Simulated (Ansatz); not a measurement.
## GaP: pressure and energy less free atoms against volume per atom

Periodic Kohn-Sham DFT of a crystal at fixed atoms; pressure and stress are positive in compression; the energy is the free energy less that of spherical unpolarised free atoms; site moments are those in the method's own spheres, positive along +z. The results are calculated, by Ansatz 0.2.0.

Cell of the first row (space group F-43m, No. 216):
```
cell vectors (Å)
   0.0000     2.6696     2.6696
   2.6696     0.0000     2.6696
   2.6696     2.6696     0.0000
atoms (fractions of the cell vectors)
Ga  0.00000  0.00000  0.00000
P   0.75000  0.75000  0.75000
```

Settings of every row: method all-electron LAPW; functional PBE; relativity scalar; k mesh 10x10x10; filling fermi-dirac; smearing width 0.05 eV; basis error target 0.5 meV/atom; nucleus gaussian.

Atom start moment: 0 on all atoms.

| row | volume per atom (Å³) | pressure (GPa) | energy less free atoms (eV/atom) |
| --- | --- | --- | --- |
| 1 | 19.026 | 8.687 | -4.5122 |
| 2 | 19.036 | 8.626 | -4.5127 |
| 3 | 19.431 | 6.395 | -4.5312 |
| 4 | 19.836 | 4.335 | -4.5447 |
| 5 | 20.038 | 3.385 | -4.5495 |
| 6 | 20.24 | 2.484 | -4.5532 |
| 7 | 20.443 | ? | ? |
| 8 | 20.645 | 0.82 | -4.5574 |
| 9 | 21.05 | -0.674 | -4.5575 |
| 10 | 21.455 | -2.016 | -4.5541 |

Question: what pressure and energy less free atoms should row 7 give?

Worked fit of pressure. Take u = (V_r/V)^(2/3) − 1 with V_r = 20.038 Å³ an atom, which is twice the finite (Eulerian) strain; such expansions in the strain, on which the Birch-Murnaghan equation of state is built, carry the rest volume and the bulk modulus. The shown rows have u = 0.03515, 0.03479, 0.02072, 0.00678, 0, -0.00666, -0.0197, -0.03231, -0.04453. Least squares give pressure = 3.3848 + 137.472 × u + 372.68 × u² + 202 × u³ GPa; a parabola predicts inner rows, each left out in turn, worse (root mean square 0.0031 against 0.0013 GPa). The rows lie off it by 0.001, -0.001, 0.000, 0.001, 0.000, -0.002, 0.000, 0.001, 0.000. The pressure vanishes at u = -0.0265, or V = 20.86 Å³ an atom, and there the bulk modulus at fixed shape and fractions is B = −V dP/dV = (2/3)(1 + u) dP/du = 76.7 GPa. The withheld row has u = -0.01325, so the fit gives 3.3848 + 137.472 × (-0.01325) + 372.68 × (-0.01325)² + 202 × (-0.01325)³ = 1.628 GPa.

The calculation gave 1.63 GPa. The fit lies 0.002 GPa (0.019 % of the column's range) below it; its largest miss of a shown row is 0.002 GPa.

Worked fit of energy less free atoms. Take u = (V_r/V)^(2/3) − 1 with V_r = 20.038 Å³ an atom, which is twice the finite (Eulerian) strain; such expansions in the strain, on which the Birch-Murnaghan equation of state is built, carry the rest volume and the bulk modulus. The shown rows have u = 0.03515, 0.03479, 0.02072, 0.00678, 0, -0.00666, -0.0197, -0.03231, -0.04453. Least squares give energy less free atoms = −4.54952 + 0.638 × u + 12.044 × u² eV/atom; a straight line predicts inner rows, each left out in turn, worse (root mean square 0.008 against 6.5e-05 eV/atom). The rows lie off it by 0.0000, 0.0000, -0.0001, -0.0001, 0.0000, 0.0000, 0.0000, 0.0001, -0.0001. Its lowest point lies at u = -0.0265, or V = 20.86 Å³ an atom, and the curvature there gives the bulk modulus at fixed shape and fractions, B = (4/9)(1 + u)² E″(u)/V = 77.9 GPa. The withheld row has u = -0.01325, so the fit gives −4.54952 + 0.638 × (-0.01325) + 12.044 × (-0.01325)² = -4.5559 eV/atom.

The calculation gave -4.5558 eV/atom. The fit lies 0.0001 eV/atom (0.22 % of the column's range) below it, one unit of the last digit.
